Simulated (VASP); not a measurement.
Input of a VASP 6.6.1 run:

The input POSCAR:

```
Be
1.0
    2.2568100000      0.0000000000      0.0000000000
   -1.1284000000      1.9544500000      0.0000000000
    0.0000000000      0.0000000000      3.5611600000
Be
2
Direct
    0.3333300000      0.6666700000      0.2500000000
    0.6666700000      0.3333300000      0.7500000000
```

The input INCAR.step1:

```
ALGO     = Normal         # electronic algorithm
EDIFF    = 1E-5           # SCF threshold, eV
ENCUT    = 520            # plane-wave cutoff, eV
GGA      = PE             # functional
ISIF     = 2              # what is computed and relaxed
ISMEAR   = 0              # smearing method
LASPH    = T              # aspherical terms in the spheres
LCHARG   = F              # write CHGCAR
LREAL    = F              # projectors in reciprocal space
LWAVE    = T              # write WAVECAR
NELM     = 60             # most SCF steps
PREC     = Accurate       # precision mode
SIGMA    = 0.1            # smearing width, eV
```

File INCAR.step2:

```
ALGO     = Normal         # electronic algorithm
EDIFF    = 1E-6           # SCF threshold, eV
ENCUT    = 520            # plane-wave cutoff, eV
GGA      = PE             # functional
HFSCREEN = 0.2            # screening, 1/A
ISIF     = 2              # what is computed and relaxed
ISMEAR   = 0              # smearing method
ISTART   = 1            
LASPH    = T              # aspherical terms in the spheres
LCHARG   = F              # write CHGCAR
LHFCALC  = T              # exact exchange
LREAL    = F              # projectors in reciprocal space
LWAVE    = F              # write WAVECAR
NELM     = 60             # most SCF steps
PREC     = Accurate       # precision mode
PRECFOCK = Fast         
SIGMA    = 0.1            # smearing width, eV
```

KPOINTS

```
k-points
0
Gamma
  9 9 6
```

Potentials or basis: VASP PAW PBE potentials, release 64 (Be).

Command:

```sh
$ cat potpaw_PBE.64/Be/POTCAR > POTCAR
$ cp INCAR.step1 INCAR
$ mpirun -np 1 vasp_std > vasp.out
$ cp INCAR.step2 INCAR
$ mpirun -np 1 vasp_std > vasp.out
```

What does it give for the band gap on the k mesh?

None (metal or under the smearing width).

Predict the pressure.

0.2 GPa.

Stress tensor (GPa, compression positive):
```
 1.98  0.00  0.00
 0.00  1.98  0.00
 0.00  0.00 -3.30
```

Caveat: the PAW data sets were made with another functional, which shifts forces and pressure a little.
